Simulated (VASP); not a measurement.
Input of a VASP 6.6.1 run:

Contents of POSCAR:

```
Al3Ga5As8                               
1.0
   -5.6711151296      5.6711151296      0.0000000000
   -5.6711151296      0.0000000000      5.6711151296
    0.0000998376      5.6712149672      5.6712149672
  Al              Ga              As            
     3     5     8
Direct
     0.9999992971683235    0.9999992971683235    0.9995415450381446
     0.5004598606252083    0.9999992971683235    0.9995415450381446
     0.9999992971683235    0.5004598606252083    0.9995415450381446
     0.9998691190042919    0.9998691190042919    0.5003926429871172
     0.5001357298593436    0.5001357298593436    0.9995928104219621
     0.5000000491278399    0.9996976978195095    0.5003022039248108
     0.9996976978195095    0.5000000491278399    0.5003022039248108
     0.5000000491278399    0.5000000491278399    0.5003022039248108
     0.8749786802077008    0.8749786802077008    0.3750637810558019
     0.3749788585287965    0.8749786802077008    0.3750637810558019
     0.8749786802077008    0.3749788585287965    0.3750637810558019
     0.8749557523511211    0.8749557523511211    0.8751327429466368
     0.3749932935915568    0.3749932935915568    0.3750201192253297
     0.3749668158701887    0.8750200034720668    0.8750463647875558
     0.8750200034720668    0.3749668158701887    0.8750463647875558
     0.3749668158701887    0.3749668158701887    0.8750463647875558
```

File INCAR.step1:

```
SYSTEM = Al3Ga5As8
PREC = Accurate
ENCUT = 520
EDIFF = 1E-5
ISMEAR = 0
SIGMA = 0.03
LREAL = .FALSE.
LASPH = .TRUE.
NELM = 80
ALGO = Normal
ISIF = 2
LWAVE = .TRUE.
LCHARG = .FALSE.
NBANDS = 71
KPAR = 4
GGA = PE
```

INCAR.step2

```
SYSTEM = Al3Ga5As8
PREC = Accurate
ENCUT = 520
EDIFF = 1E-6
ISMEAR = 0
SIGMA = 0.03
LREAL = .FALSE.
LASPH = .TRUE.
NELM = 80
ALGO = Normal
ISIF = 2
LWAVE = .FALSE.
LCHARG = .FALSE.
METAGGA = MBJ
NBANDS = 71
KPAR = 4
ISTART = 1
```

The input KPOINTS:

```
Automatic mesh
0
G
  6 6 5
  0 0 0
```

KPOINTS_OPT

```
explicit points
6
Reciprocal
 0.0000000000  0.0000000000  0.0000000000 1
 0.3750000000  0.3750000000  0.7500000000 1
 0.5000000000  0.5000000000  0.5000000000 1
 0.6250000000  0.2500000000  0.6250000000 1
 0.5000000000  0.2500000000  0.7500000000 1
 0.5000000000  0.0000000000  0.5000000000 1
```

Potentials or basis: VASP PAW PBE potentials, release 64 (Al, Ga_d, As).

Run with:

```console
$ cat potpaw_PBE.64/Al/POTCAR potpaw_PBE.64/Ga_d/POTCAR potpaw_PBE.64/As/POTCAR > POTCAR
$ cp INCAR.step1 INCAR
$ mpirun -np 4 vasp_std > vasp.out
$ cp INCAR.step2 INCAR
$ mpirun -np 4 vasp_std > vasp.out
```

(1) Predict the band gap on the k mesh.

(2) Estimate the band gap along the path.

Answers

(1) 1.72 eV, direct.

(2) 1.72 eV, direct.
